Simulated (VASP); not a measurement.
# Os (P6_3/mmc) in VASP: further runs

The runs below take Os through relaxation of shape and atoms at fixed volume, relaxation of cell and atoms, with PBE.

Program: VASP 6.6.1. These are calculated values, not measurements. Logs are shortened: lines on timing, memory, paths and dates and some standing lists are left out, and cuts for length are marked.

## Step 1: The structure

Symmetry: P6_3/mmc, No. 194, hexagonal system. Conventional cell: a = 2.734 Å, b = 2.734 Å, c = 4.320 Å, α = 90.00°, β = 90.00°, γ = 120.00°. Os (site symmetry -6m2) has 12 Os at 2.68 to 2.73 Å as nearest neighbours.

## Step 2: Relaxation of shape and atoms at fixed volume, PBE (a relaxed cell with its volume scaled by 1.04)

INCAR reads:

```
SYSTEM = Os
ALGO = Normal
EDIFF = 1E-7
EDIFFG = -0.01
ENCUT = 600
GGA = PE
IBRION = 2
ISIF = 4
ISMEAR = 1
LASPH = .TRUE.
LCHARG = .FALSE.
LREAL = .FALSE.
LWAVE = .FALSE.
NELM = 80
NSW = 40
PREC = Accurate
SIGMA = 0.1
```

KPOINTS reads:

```
k-points
0
G
  15 15 9
  0 0 0
```

POSCAR reads:

```
Os                                      
1.0
    2.7888516395      0.0000000000      0.0000000000
   -1.3944258197      2.4152163672      0.0000000000
    0.0000000000      0.0000000000      4.4075839703
  Os            
     2
Direct
     0.3333333332999970    0.6666666667000030    0.2500000000000000
     0.6666666667000030    0.3333333332999970    0.7500000000000000
```

Potentials or basis: VASP PAW PBE potentials, release 64 (Os).

On the command line:

```console
$ cat potpaw_PBE.64/Os/POTCAR > POTCAR
$ mpirun -np 1 vasp_std > vasp.out
```

OUTCAR:

```text
SYSTEM = Os
   EDIFF = 1E-7
   EDIFFG = -0.01
   ENCUT = 600
   GGA = PE
   IBRION = 2
   ISIF = 4
   ISMEAR = 1
   LASPH = .TRUE.
   LREAL = .FALSE.
   NELM = 80
   NSW = 40
   PREC = Accurate

 ion  position               nearest neighbor table
   1  0.333  0.667  0.250-   2 2.73   2 2.73   2 2.73   2 2.73   2 2.73   2 2.73
   2  0.667  0.333  0.750-   1 2.73   1 2.73   1 2.73   1 2.73   1 2.73   1 2.73

  LATTYP: Found a hexagonal cell.
 ALAT       =     2.7888516395
 C/A-ratio  =     1.5804297037

  Lattice vectors:

 A1 = (   2.7888516395,   0.0000000000,   0.0000000000)
 A2 = (  -1.3944258197,   2.4152163672,   0.0000000000)
 A3 = (   0.0000000000,   0.0000000000,   4.4075839703)

Analysis of symmetry for initial positions (statically):
=====================================================================
 Subroutine PRICEL returns:
 Original cell was already a primitive cell.

 Routine SETGRP: Setting up the symmetry group for a
 hexagonal supercell.

 Subroutine GETGRP returns: Found 24 space group operations
 (whereof 12 operations were pure point group operations)
 out of a pool of 24 trial point group operations.

The static configuration has the point symmetry D_3d.
 The point group associated with its full space group is D_6h.

Analysis of symmetry for dynamics (positions and initial velocities):
=====================================================================
 Subroutine PRICEL returns:
 Original cell was already a primitive cell.

 Routine SETGRP: Setting up the symmetry group for a
 hexagonal supercell.

 Subroutine GETGRP returns: Found 24 space group operations
 (whereof 12 operations were pure point group operations)
 out of a pool of 24 trial point group operations.

The dynamic configuration has the point symmetry D_3d.
 The point group associated with its full space group is D_6h.

 Subroutine INISYM returns: Found 24 space group operations
 (whereof 12 operations are pure point group operations),
 and found     1 'primitive' translations

----------------------------------------------------------------------------------------

                                     Primitive cell

  volume of cell :      29.6881

  direct lattice vectors                    reciprocal lattice vectors
     2.788851639  0.000000000  0.000000000     0.358570526  0.207020790  0.000000000
    -1.394425820  2.415216367  0.000000000     0.000000000  0.414041580  0.000000000
     0.000000000  0.000000000  4.407583970     0.000000000  0.000000000  0.226881667

  length of vectors
[... 107 lines left out ...]
   GGA     = PE    functional components
   LHFCALC =     F    Hartree Fock is set to
   AEXX    =    0.0000 exact exchange contribution
   IVDW    =     0    specifies the selected vdW correction
   LEPSILON=     F    determine dielectric tensor
   LRPA    =     F    only Hartree local field effects (RPA)
 conjugate gradient relaxation of ions
 non-spin polarized calculation
 Methfessel and Paxton  Order N= 1 SIGMA  =   0.10
  energy-cutoff  :      600.00
  volume of cell :       29.69
 maximum number of plane-waves:      1020
 NGX is ok and might be reduce to    24
   NGX = 11   NGY = 11   NGZ = 17

--------------------------------------- Ionic step        1  -------------------------------------------

 number of electron      15.9999998 magnetization

 Free energy of the ion-electron system (eV)
  ---------------------------------------------------
  ext. energy  EPLUGINS =         0.00000000
  ---------------------------------------------------
  free energy    TOTEN  =       -22.45199143 eV

  energy without entropy =      -22.45332967  energy(sigma->0) =      -22.45243751

------------------------ aborting loop because EDIFF is reached ----------------------------------------

  FORCE on cell =-STRESS in cart. coord.  units (eV):
  Direction    XX          YY          ZZ          XY          YZ          ZX
  --------------------------------------------------------------------------------------
  -------------------------------------------------------------------------------------
  Total       -2.6215842     -2.6215842     -2.7963384     -0.0000000     -0.0000000      0.0000000
  in kB     -141.4791204   -141.4791204   -150.9100833     -0.0000000     -0.0000000      0.0000000
  external PRESSURE =    -144.6227747 kB  Pullay stress =       0.0000000 kB
[... 59 lines left out ...]
--------------------------------------- Ionic step        3  -------------------------------------------

 number of electron      15.9999998 magnetization

 Free energy of the ion-electron system (eV)
  ---------------------------------------------------
  ext. energy  EPLUGINS =         0.00000000
  ---------------------------------------------------
  free energy    TOTEN  =       -22.45209371 eV

  energy without entropy =      -22.45347701  energy(sigma->0) =      -22.45255481

 E-fermi :   8.5836     XC(G=0): -13.7164

 val. band max:        8.5756300363   @ k =   0.1333   0.0000   0.3333
 cond. band min:       8.6194996782   @ k =   0.2667   0.0667   0.0000
 fundamental gap:      0.0438696418
 Fermi energy:         8.5836189708

 k-point     1 :       0.0000    0.0000    0.0000
  band No.  band energies     occupation
      1      -1.8184      2.00000
      2       1.3501      2.00000
      3       5.7931      2.00000
      4       5.7931      2.00000
      5       6.0379      2.00000
      6       6.5583      2.00000
      7       6.5583      2.00000
      8       7.1402      2.00000
      9       7.1402      2.00000
     10       8.6400      0.19338
     11      10.1273     -0.00000
     12      10.1273     -0.00000
[... 331 lines left out ...]
 k-point    24 :       0.4000    0.2000    0.0000
  band No.  band energies     occupation
      1       2.6534      2.00000
      2       2.9006      2.00000
      3       2.9587      2.00000
      4       4.8570      2.00000
      5       5.2028      2.00000
      6       5.8789      2.00000
      7       7.0870      2.00000
      8       9.8880     -0.00000
      9      10.4287     -0.00000
     10      10.6238      0.00000
     11      13.2624      0.00000
     12      13.8691      0.00000

 [... further k-points ...]

------------------------ aborting loop because EDIFF is reached ----------------------------------------

  FORCE on cell =-STRESS in cart. coord.  units (eV):
  Direction    XX          YY          ZZ          XY          YZ          ZX
  --------------------------------------------------------------------------------------
  -------------------------------------------------------------------------------------
  Total       -2.6745660     -2.6745660     -2.6744633     -0.0000000     -0.0000000      0.0000000
  in kB     -144.3383892   -144.3383892   -144.3328440     -0.0000000     -0.0000000      0.0000000
  external PRESSURE =    -144.3365408 kB  Pullay stress =       0.0000000 kB
[... 17 lines left out ...]
  FREE ENERGIE OF THE ION-ELECTRON SYSTEM (eV)
  ---------------------------------------------------
  free  energy   TOTEN  =       -22.4520937058 eV

  energy  without entropy=      -22.4534770126  energy(sigma->0) =      -22.45255481

 reached required accuracy - stopping structural energy minimisation
```

CONTCAR:

```text
Os
   1.00000000000000
     2.7904827463084367   -0.0000000000015188    0.0000000000000000
    -1.3952413731055044    2.4166289471327813    0.0000000000000000
     0.0000000000000000   -0.0000000000000000    4.4024327905723322
  Os
     2
Direct
     0.3333333332999970    0.6666666667000030    0.2500000000000000
     0.6666666667000030    0.3333333332999970    0.7500000000000000

  0.00000000E+00  0.00000000E+00  0.00000000E+00
  0.00000000E+00  0.00000000E+00  0.00000000E+00
```

Run time: 31 s. Hardware: 1 thread of Intel Xeon 6975P-C (Granite Rapids), shared host; peak memory 0.2 GiB.

What came out:

- Free energy: -22.4521 eV
- Energy gained by relaxing: 0.1 meV/atom
- Ionic steps: 3
- Pressure after relaxing: -14.4 GPa
- Band gap on the k mesh: none (metal or under the smearing width)

The path:
| step | energy change (eV) | largest force (eV/Å) | pressure (GPa) |
| --- | --- | --- | --- |
| 1 | 0.0000 | 0.0000 | -14.46 |
| 2 | 0.0001 | 0.0000 | -14.39 |
| 3 | -0.0001 | 0.0000 | -14.43 |

Final structure:
```yaml
crystal:
  lattice:
    - [2.79048, 0.00000, 0.00000]
    - [-1.39524, 2.41663, 0.00000]
    - [0.00000, 0.00000, 4.40243]
  atoms:
    - { symbol: Os, position: [0.33333, 0.66667, 0.25000] }
    - { symbol: Os, position: [0.66667, 0.33333, 0.75000] }
```

The run has no spin-orbit coupling, so splittings on Os are missing.

## Step 3: Relaxation of shape and atoms at fixed volume, PBE (a relaxed cell with its volume scaled by 1.06)

INCAR is that of step 2.

KPOINTS is that of step 2.

POSCAR reads:

```
Os                                      
1.0
    2.8066155046      0.0000000000      0.0000000000
   -1.4033077523      2.4306003257      0.0000000000
    0.0000000000      0.0000000000      4.4356585105
  Os            
     2
Direct
     0.3333333332999970    0.6666666667000030    0.2500000000000000
     0.6666666667000030    0.3333333332999970    0.7500000000000000
```

Potentials or basis: VASP PAW PBE potentials, release 64 (Os).

On the command line:

```console
$ cat potpaw_PBE.64/Os/POTCAR > POTCAR
$ mpirun -np 1 vasp_std > vasp.out
```

OUTCAR:

```text
SYSTEM = Os
   EDIFF = 1E-7
   EDIFFG = -0.01
   ENCUT = 600
   GGA = PE
   IBRION = 2
   ISIF = 4
   ISMEAR = 1
   LASPH = .TRUE.
   LREAL = .FALSE.
   NELM = 80
   NSW = 40
   PREC = Accurate

 ion  position               nearest neighbor table
   1  0.333  0.667  0.250-   2 2.75   2 2.75   2 2.75   2 2.75   2 2.75   2 2.75
   2  0.667  0.333  0.750-   1 2.75   1 2.75   1 2.75   1 2.75   1 2.75   1 2.75

  LATTYP: Found a hexagonal cell.
 ALAT       =     2.8066155046
 C/A-ratio  =     1.5804297038

  Lattice vectors:

 A1 = (   2.8066155046,   0.0000000000,   0.0000000000)
 A2 = (  -1.4033077523,   2.4306003257,   0.0000000000)
 A3 = (   0.0000000000,   0.0000000000,   4.4356585105)

Analysis of symmetry for initial positions (statically):
=====================================================================
 Subroutine PRICEL returns:
 Original cell was already a primitive cell.

 Routine SETGRP: Setting up the symmetry group for a
 hexagonal supercell.

 Subroutine GETGRP returns: Found 24 space group operations
 (whereof 12 operations were pure point group operations)
 out of a pool of 24 trial point group operations.

The static configuration has the point symmetry D_3d.
 The point group associated with its full space group is D_6h.

Analysis of symmetry for dynamics (positions and initial velocities):
=====================================================================
 Subroutine PRICEL returns:
 Original cell was already a primitive cell.

 Routine SETGRP: Setting up the symmetry group for a
 hexagonal supercell.

 Subroutine GETGRP returns: Found 24 space group operations
 (whereof 12 operations were pure point group operations)
 out of a pool of 24 trial point group operations.

The dynamic configuration has the point symmetry D_3d.
 The point group associated with its full space group is D_6h.

 Subroutine INISYM returns: Found 24 space group operations
 (whereof 12 operations are pure point group operations),
 and found     1 'primitive' translations

[... 138 lines left out ...]
 Free energy of the ion-electron system (eV)
  ---------------------------------------------------
  ext. energy  EPLUGINS =         0.00000000
  ---------------------------------------------------
  free energy    TOTEN  =       -22.38962497 eV

  energy without entropy =      -22.39104471  energy(sigma->0) =      -22.39009822

------------------------ aborting loop because EDIFF is reached ----------------------------------------

  FORCE on cell =-STRESS in cart. coord.  units (eV):
  Direction    XX          YY          ZZ          XY          YZ          ZX
  --------------------------------------------------------------------------------------
  -------------------------------------------------------------------------------------
  Total       -3.7838169     -3.7838169     -4.0374469      0.0000000     -0.0000000      0.0000000
  in kB     -200.3485094   -200.3485094   -213.7779134      0.0000000     -0.0000000      0.0000000
  external PRESSURE =    -204.8249774 kB  Pullay stress =       0.0000000 kB
[... 59 lines left out ...]
--------------------------------------- Ionic step        3  -------------------------------------------

 number of electron      16.0000000 magnetization

 Free energy of the ion-electron system (eV)
  ---------------------------------------------------
  ext. energy  EPLUGINS =         0.00000000
  ---------------------------------------------------
  free energy    TOTEN  =       -22.38985183 eV

  energy without entropy =      -22.39132239  energy(sigma->0) =      -22.39034202

 E-fermi :   8.3087     XC(G=0): -13.6077

 val. band max:        8.3006116557   @ k =   0.1333   0.0000   0.3333
 cond. band min:       8.3427629936   @ k =   0.2667   0.0667   0.0000
 fundamental gap:      0.0421513378
 Fermi energy:         8.3086617703

 k-point     1 :       0.0000    0.0000    0.0000
  band No.  band energies     occupation
      1      -1.9208      2.00000
      2       1.2498      2.00000
      3       5.5993      2.00000
      4       5.5993      2.00000
      5       5.8457      2.00000
      6       6.3424      2.00000
      7       6.3424      2.00000
      8       6.8983      2.00000
      9       6.8983      2.00000
     10       8.3861      0.03363
     11       9.8084     -0.00000
     12       9.8084     -0.00000
[... 331 lines left out ...]
 k-point    24 :       0.4000    0.2000    0.0000
  band No.  band energies     occupation
      1       2.5450      2.00000
      2       2.7479      2.00000
      3       2.8331      2.00000
      4       4.6645      2.00000
      5       5.0203      2.00000
      6       5.6786      2.00000
      7       6.8593      2.00000
      8       9.5767     -0.00000
      9      10.0971     -0.00000
     10      10.2929     -0.00000
     11      12.8643      0.00000
     12      13.4515      0.00000

 [... further k-points ...]

------------------------ aborting loop because EDIFF is reached ----------------------------------------

  FORCE on cell =-STRESS in cart. coord.  units (eV):
  Direction    XX          YY          ZZ          XY          YZ          ZX
  --------------------------------------------------------------------------------------
  -------------------------------------------------------------------------------------
  Total       -3.8605429     -3.8605429     -3.8607013     -0.0000000     -0.0000000      0.0000000
  in kB     -204.4110582   -204.4110582   -204.4194450     -0.0000000     -0.0000000      0.0000000
  external PRESSURE =    -204.4138538 kB  Pullay stress =       0.0000000 kB
[... 17 lines left out ...]
  FREE ENERGIE OF THE ION-ELECTRON SYSTEM (eV)
  ---------------------------------------------------
  free  energy   TOTEN  =       -22.3898518308 eV

  energy  without entropy=      -22.3913223905  energy(sigma->0) =      -22.39034202

 reached required accuracy - stopping structural energy minimisation
```

Run time: 32 s. Hardware: 1 thread of Intel Xeon 6975P-C (Granite Rapids), shared host; peak memory 0.19 GiB.

Results:

* Free energy: -22.3899 eV
* Energy gained by relaxing: 0.1 meV/atom
* Ionic steps: 3
* Pressure after relaxing: -20.4 GPa
* Band gap on the k mesh: none (metal or under the smearing width)

The path:
| step | energy change (eV) | largest force (eV/Å) | pressure (GPa) |
| --- | --- | --- | --- |
| 1 | 0.0000 | 0.0000 | -20.48 |
| 2 | 0.0002 | 0.0000 | -20.38 |
| 3 | -0.0002 | 0.0000 | -20.44 |

Final structure:
```
CELL_PARAMETERS angstrom
2.80912 0.00000 0.00000
-1.40456 2.43277 0.00000
0.00000 0.00000 4.42775
ATOMIC_POSITIONS crystal
Os 0.33333 0.66667 0.25000
Os 0.66667 0.33333 0.75000
```

Spin-orbit coupling is left out, which matters for the levels of Os.

(Continued in part 2 of 2.)
